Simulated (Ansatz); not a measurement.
# GaAs: the crystal squeezed far

An exercise on one series of results from a longer session: the logs are not shown, and one member is left open.

Computed with Ansatz 0.2.0 (DFT, LDA, PAW with Ansatz's default frozen-core files, scalar-relativistic, unless a step's input says otherwise).

**The starting structure**

It takes space group Fm-3m (No. 225, cubic). The conventional cell has a = 5.019 Å, b = 5.019 Å, c = 5.019 Å, α = 90.00°, β = 90.00°, γ = 90.00°. Ga (site symmetry m-3m) has 6 As at 2.51 Å as nearest neighbours. As (site symmetry m-3m) has 6 Ga at 2.51 Å as nearest neighbours.

As a file:

```xyz
2
Lattice="0.0000 2.5094 2.5094 2.5094 0.0000 2.5094 2.5094 2.5094 0.0000" Properties=species:S:1:pos:R:3 pbc="T T T"
Ga    0.0000    0.0000    0.0000
As    2.5094    2.5094    2.5094
```

Whether this phase is the stable one at these pressures isn't tested.

Atoms are numbered in the order of the input: Ga1, As2.

Set-up of the first run:

input.yaml

```yaml
crystal:
  lattice:
    - [0.0, 2.5094205343, 2.5094205343]
    - [2.5094205343, 0.0, 2.5094205343]
    - [2.5094205343, 2.5094205343, 0.0]
  atoms:
    - { symbol: Ga, position: [0.0, 0.0, 0.0] }
    - { symbol: As, position: [0.5, 0.5, 0.5] }
kpoints:
  mp_grid: { grid: [13, 13, 13] }
scf:
  occupations: { method: fermi_dirac, width: 0.1 }
hamiltonian:
  xc: lda
  pseudopotentials: { kind: paw }
output:
  forces: true
  stress: true
relax:
  f_tol: 0.005
  max_steps: 40
  cell: {}
```

Run with:

```bash
$ ansatz run input.yaml --threads 1 --pin off --max-ram 2048MiB --backend cpu --events-out ev --progress --plain --runs-dir out
```

Among the steps run: Cell relaxed at zero pressure, PAW; More of the same log: cell relaxed at zero pressure; Volume scaled by 1, PAW; Volume scaled by 0.94, PAW; Volume scaled by 0.88, PAW; Volume scaled by 0.8, PAW; Volume scaled by 0.72, PAW; Volume scaled by 0.64, PAW; Volume scaled by 0.55, PAW; Volume scaled by 0.55, PAW (cutoff 300 eV).

One of the session's tables, all rows but one given; the rest of the session is left out.

```
             method  volume over the first  volume (Å³/atom)  pressure (GPa)
                PAW                      1            18.171            0.00
                PAW                   0.94            17.081            6.23
                PAW                   0.88                 ?               ?
                PAW                    0.8            14.537           32.69
                PAW                   0.72            13.083           61.23
                PAW                   0.64            11.630          108.43
                PAW                   0.55             9.994          203.26
PAW (cutoff 300 eV)                   0.55             9.994          205.24
```

Q: Estimate the row for PAW, 0.88 from the others.

**Answer.** volume (Å³/atom): 15.991; pressure (GPa): 15.02. In the column «volume (Å³/atom)» it lies between PAW, 0.8 (14.537) and PAW, 0.94 (17.081).

Caveats from the session: Warnings in the runs' records: cutoff below recommended.
